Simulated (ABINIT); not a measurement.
Crystal: BN.

```
CELL_PARAMETERS angstrom
2.55394 0.00000 0.00000
-1.27697 2.21178 0.00000
0.00000 0.00000 4.22685
ATOMIC_POSITIONS crystal
N 0.33333 0.66667 0.12528
N 0.66667 0.33333 0.62528
B 0.33333 0.66667 0.49972
B 0.66667 0.33333 0.99972
```

Measurements of this composition are mostly on another form, of space group No. 194.

Base run:

```yaml
Program: ABINIT 10.8.3 (patched build)
Functional: revPBE
Potentials_or_basis: JTH PAW PBE v2.0
Cutoff: 844 eV
k_mesh: 12 × 12 × 6
Occupations: fermi-dirac, width 0.05 eV
Spin: no spin polarisation
```

Its results: band gap on the k mesh 5.24 eV, indirect (least direct gap 8.26 eV); pressure 4.1 GPa; largest force 0.012 eV/Å.

Problem. The run is repeated on the same cell with these changes: functional from revPBE to SCAN. What comes out?

Solution. Band gap on the k mesh 5.70 eV, indirect (least direct gap 8.86 eV); pressure -4.5 GPa; largest force 0.114 eV/Å.

SCAN gives the wider gap, since meta-GGAs in the generalised Kohn-Sham scheme recover part of the derivative discontinuity.

Caveats: the PAW data sets were made with another functional, which shifts forces and pressure a little.
